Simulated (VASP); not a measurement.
## Input and output of a VASP r²SCAN single-point calculation on LiF (strained rocksalt)

INCAR

```
ISIF = 2
NELM = 120
METAGGA = R2SCAN
NSW = 0
ISMEAR = 0
LASPH = .TRUE.
SIGMA = 0.01
LREAL = .FALSE.
EDIFF = 1E-7
PREC = Accurate
LWAVE = .FALSE.
NBANDS = 12
ALGO = Normal
ENCUT = 520
IBRION = -1
LCHARG = .FALSE.
```

KPOINTS

```
KPOINTS created by Atomic Simulation Environment
0
Gamma
10 10 10
0 0 0
```

KPOINTS_OPT

```
special points
6
Reciprocal
0.0000000000 0.0000000000 0.0000000000 1
0.5000000000 0.0000000000 0.5000000000 1
0.6250000000 0.2500000000 0.6250000000 1
0.3750000000 0.3750000000 0.7500000000 1
0.5000000000 0.5000000000 0.5000000000 1
0.5000000000 0.2500000000 0.7500000000 1
```

POSCAR

```
Li F
 1.0000000000000000
     0.0739833607000000    1.9890602287000001    1.9890602287000001
     1.9890602287000001    0.0739833607000000    1.9890602287000001
     1.9890602287000001    1.9890602287000001    0.0739833607000000
 Li  F
   1   1
Cartesian
  0.0000000000000000  0.0000000000000000  0.0000000000000000
  2.0260519090500000  2.0260519090500000  2.0260519090499995
```

VASP ran with the recommended PBE PAW datasets (10 valence electrons in the cell).

Command

```
mpirun -np 1 vasp_std
```

OSZICAR

```
N       E                     dE             d eps       ncg     rms          rms(c)
DAV:   1     0.289186822809E+02    0.28919E+02   -0.57005E+03  2904   0.872E+02
DAV:   2    -0.139086963696E+02   -0.42827E+02   -0.41817E+02  3396   0.198E+02
DAV:   3    -0.149326769114E+02   -0.10240E+01   -0.10217E+01  3680   0.273E+01
DAV:   4    -0.149415983837E+02   -0.89215E-02   -0.89205E-02  3216   0.271E+00
DAV:   5    -0.149416903043E+02   -0.91921E-04   -0.91920E-04  3808   0.217E-01    0.390E+00
DAV:   6    -0.118770359747E+02    0.30647E+01   -0.65825E-01  2892   0.628E+00    0.154E+00
DAV:   7    -0.118724146436E+02    0.46213E-02   -0.50366E-01  3316   0.514E+00    0.121E+00
DAV:   8    -0.120139647915E+02   -0.14155E+00   -0.10865E+00  3056   0.720E+00    0.267E+00
DAV:   9    -0.118711551880E+02    0.14281E+00   -0.72489E-01  2984   0.563E+00    0.107E-01
DAV:  10    -0.118704133863E+02    0.74180E-03   -0.64764E-03  3300   0.828E-01    0.128E-01
DAV:  11    -0.118703243970E+02    0.88989E-04   -0.18816E-04  3256   0.123E-01    0.712E-02
DAV:  12    -0.118702169639E+02    0.10743E-03   -0.56308E-04  3108   0.164E-01    0.515E-03
DAV:  13    -0.118702154938E+02    0.14701E-05   -0.54925E-06  3848   0.217E-02    0.107E-03
DAV:  14    -0.118702150058E+02    0.48799E-06   -0.95868E-08  3416   0.287E-03    0.536E-04
DAV:  15    -0.118702149381E+02    0.67737E-07   -0.34849E-08  1704   0.135E-03
   1 F= -.11870215E+02 E0= -.11870215E+02  d E =-.107381E-93
       N       E                     dE             ncg
DAV:   1     0.718093945823E+03   -0.30683E+04      152
DAV:   2     0.448492784387E+03   -0.26960E+03      172
DAV:   3     0.441435964385E+03   -0.70568E+01      216
DAV:   4     0.441364124918E+03   -0.71839E-01      172
DAV:   5     0.441363535491E+03   -0.58943E-03      208
DAV:   6     0.441363527891E+03   -0.76007E-05      192
DAV:   7     0.441363527789E+03   -0.10134E-06      208
DAV:   8     0.441363527788E+03   -0.10912E-08      148
```

From OUTCAR

```
k-points           NKPTS =    116   k-points in BZ     NKDIM =    116   number of bands    NBANDS=     12

   NELECT =      10.0000    total number of electrons

   dimension x,y,z NGX =    24 NGY =   24 NGZ =   24
   dimension x,y,z NGXF=    48 NGYF=   48 NGZF=   48

  energy-cutoff  :      520.00
  volume of cell :       14.86
      direct lattice vectors                 reciprocal lattice vectors
     0.073983361  1.989060229  1.989060229    -0.265853039  0.256319212  0.256319212
     1.989060229  0.073983361  1.989060229     0.256319212 -0.265853039  0.256319212
     1.989060229  1.989060229  0.073983361     0.256319212  0.256319212 -0.265853039

 k-points in reciprocal lattice and weights: KPOINTS created by Atomic Simulation Env
   0.00000000  0.00000000  0.00000000       0.001
   0.10000000 -0.00000000 -0.00000000       0.006
   0.20000000 -0.00000000 -0.00000000       0.006
   0.30000000  0.00000000 -0.00000000       0.006
   0.40000000 -0.00000000 -0.00000000       0.006
   0.50000000  0.00000000  0.00000000       0.003
   0.10000000  0.10000000 -0.00000000       0.006
   0.20000000  0.10000000 -0.00000000       0.012
   ...

 E-fermi :  -0.7524

 k-point     1 :       0.0000    0.0000    0.0000
  band No.  band energies     occupation
      1     -42.9460      2.00000
      2     -22.3924      2.00000
      3      -1.2644      2.00000
      4      -0.8956      2.00000
      5      -0.8956      2.00000
      6      10.1963      0.00000
      7      24.1629      0.00000
      8      25.6758      0.00000
      9      26.1228      0.00000
     10      26.1228      0.00000
     11      26.7214      0.00000
     12      26.7214      0.00000

 k-point     2 :       0.1000   -0.0000   -0.0000
  band No.  band energies     occupation
      1     -42.9374      2.00000
      2     -22.3461      2.00000
      3      -1.3438      2.00000
      4      -1.1577      2.00000
      5      -0.9319      2.00000
      6      10.4689      0.00000
      7      22.6844      0.00000
      8      23.9320      0.00000
      9      24.8171      0.00000
     10      26.0222      0.00000
     11      27.6110      0.00000
     12      27.6258      0.00000

 k-point     3 :       0.2000   -0.0000   -0.0000
  band No.  band energies     occupation
      1     -42.9149      2.00000
      2     -22.2205      2.00000
      3      -2.0296      2.00000
      4      -1.3051      2.00000
      5      -1.0249      2.00000
      6      11.0374      0.00000
      7      20.1395      0.00000
      8      22.3398      0.00000
      9      23.0565      0.00000
     10      27.1658      0.00000
     11      28.6599      0.00000
     12      29.0216      0.00000

 k-point     4 :       0.3000    0.0000   -0.0000
  band No.  band energies     occupation
      1     -42.8871      2.00000
      2     -22.0581      2.00000
      3      -2.8995      2.00000
      4      -1.3770      2.00000
      5      -1.1363      2.00000
      6      11.3784      0.00000
      7      18.7755      0.00000
      8      20.9194      0.00000
      9      21.5936      0.00000
     10      28.9634      0.00000
     11      30.1980      0.00000
     12      30.9410      0.00000

 k-point     5 :       0.4000   -0.0000   -0.0000
  band No.  band energies     occupation
      1     -42.8645      2.00000
      2     -21.9198      2.00000
      3      -3.5593      2.00000
      4      -1.4292      2.00000
      5      -1.2236      2.00000
      6      11.3209      0.00000
      7      18.5031      0.00000
      8      19.9744      0.00000
      9      20.6601      0.00000
     10      31.0522      0.00000
     11      31.8940      0.00000
     12      32.9869      0.00000

 k-point     6 :       0.5000    0.0000    0.0000
  band No.  band energies     occupation
      1     -42.8559      2.00000
      2     -21.8655      2.00000
      3      -3.8032      2.00000
      4      -1.4482      2.00000
      5      -1.2563      2.00000
      6      11.2245      0.00000
      7      18.5575      0.00000
      8      19.6396      0.00000
      9      20.3400      0.00000
     10      32.3060      0.00000
     11      32.9800      0.00000
     12      34.0276      0.00000

 k-point     7 :       0.1000    0.1000   -0.0000
  band No.  band energies     occupation
      1     -42.9352      2.00000
      2     -22.3340      2.00000
      3      -1.4207      2.00000
      4      -1.1351      2.00000
      5      -1.0038      2.00000
      6      10.5895      0.00000
      7      22.5335      0.00000
      8      23.9134      0.00000
      9      24.2674      0.00000
     10      24.6809      0.00000
     11      28.4576      0.00000
     12      29.5832      0.00000

 k-point     8 :       0.2000    0.1000   -0.0000
  band No.  band energies     occupation
      1     -42.9178      2.00000
      2     -22.2349      2.00000
      3      -1.8436      2.00000
      4      -1.4006      2.00000
      5      -1.0875      2.00000
      6      11.1474      0.00000
      7      20.5110      0.00000
      8      22.5067      0.00000
      9      23.1274      0.00000
     10      25.2741      0.00000
     11      29.5144      0.00000
     12      30.8497      0.00000

 k-point     9 :       0.3000    0.1000    0.0000
  band No.  band energies     occupation
      1     -42.8922      2.00000
      2     -22.0812      2.00000
      3      -2.6346      2.00000
      4      -1.5226      2.00000
      5      -1.2304      2.00000
      6      11.6931      0.00000
      7      18.7170      0.00000
      8      21.3782      0.00000
      9      21.8574      0.00000
     10      26.9792      0.00000
     11      30.6930      0.00000
     12      32.1003      0.00000

 k-point    10 :       0.4000    0.1000    0.0000
  band No.  band energies     occupation
      1     -42.8679      2.00000
      2     -21.9278      2.00000
      3      -3.3465      2.00000
      4      -1.5789      2.00000
      5      -1.3918      2.00000
      6      11.8239      0.00000
      7      18.0280      0.00000
      8      20.4466      0.00000
      9      21.0154      0.00000
     10      29.0471      0.00000
     11      32.2858      0.00000
     12      33.5163      0.00000

 k-point    11 :       0.5000    0.1000    0.0000
  band No.  band energies     occupation
      1     -42.8544      2.00000
      2     -21.8383      2.00000
      3      -3.7272      2.00000
      4      -1.6210      2.00000
      5      -1.4587      2.00000
      6      11.7122      0.00000
      7      17.9478      0.00000
      8      19.9256      0.00000
      9      20.7045      0.00000
     10      31.0070      0.00000
     11      33.1268      0.00000
     12      33.6663      0.00000

 k-point    12 :      -0.4000    0.1000   -0.0000
  band No.  band energies     occupation
      1     -42.8566      2.00000
      2     -21.8528      2.00000
      3      -3.6576      2.00000
      4      -1.6554      2.00000
      5      -1.3889      2.00000
      6      11.7095      0.00000
      7      17.9344      0.00000
      8      19.9542      0.00000
      9      20.8379      0.00000
     10      30.9915      0.00000
     11      32.2137      0.00000
     12      32.9754      0.00000

 k-point    13 :      -0.3000    0.1000   -0.0000
  band No.  band energies     occupation
      1     -42.8740      2.00000
      2     -21.9648      2.00000
      3      -3.1586      2.00000
      4      -1.6089      2.00000
      5      -1.2691      2.00000
      6      11.7424      0.00000
      7      18.1137      0.00000
      8      20.6074      0.00000
      9      21.3524      0.00000
     10      28.9248      0.00000
     11      30.2591      0.00000
     12      32.7990      0.00000

 k-point    14 :      -0.2000    0.1000   -0.0000
  band No.  band energies     occupation
      1     -42.8996      2.00000
      2     -22.1243      2.00000
      3      -2.3887      2.00000
      4      -1.4875      2.00000
      5      -1.1486      2.00000
      6      11.4496      0.00000
      7      19.1461      0.00000
      8      21.8109      0.00000
      9      22.2009      0.00000
     10      26.9716      0.00000
     11      28.5556      0.00000
     12      31.6221      0.00000

 k-point    15 :      -0.1000    0.1000    0.0000
  band No.  band energies     occupation
      1     -42.9239      2.00000
      2     -22.2684      2.00000
      3      -1.6326      2.00000
      4      -1.3451      2.00000
      5      -1.0410      2.00000
      6      10.8677      0.00000
      7      21.2237      0.00000
      8      22.8676      0.00000
      9      23.6327      0.00000
     10      25.6870      0.00000
     11      27.4708      0.00000
     12      30.1126      0.00000

 ...

  Total        0.4901437      0.4901437      0.4901437     -0.2802761     -0.2802761     -0.2802761
  in kB       52.8422166     52.8422166     52.8422166    -30.2164640    -30.2164640    -30.2164640
  external PRESSURE =      52.8422166 kB  Pullay stress =       0.0000000 kB

 POSITION                                       TOTAL-FORCE (eV/Angst)
 -----------------------------------------------------------------------------------
      0.00000      0.00000      0.00000        -0.000000      0.000000      0.000000
      2.02605      2.02605      2.02605         0.000000     -0.000000     -0.000000
 -----------------------------------------------------------------------------------
    total drift:                                0.000000     -0.000000      0.000000

  FREE ENERGIE OF THE ION-ELECTRON SYSTEM (eV)
  ---------------------------------------------------
  free  energy   TOTEN  =       -11.8702149381 eV

  energy  without entropy=      -11.8702149381  energy(sigma->0) =      -11.87021494
```

```yaml
gap_between_bands_v_and_c: 11.09 eV
least_direct_gap: 11.09 eV
pressure: 5.3 GPa
```

Band v is the last that the valence electrons fill when counted band by band, and c is the next.

The run took about 55 s on one core of a shared host (Intel Xeon Platinum 8488C) and held 0.14 GiB at most.
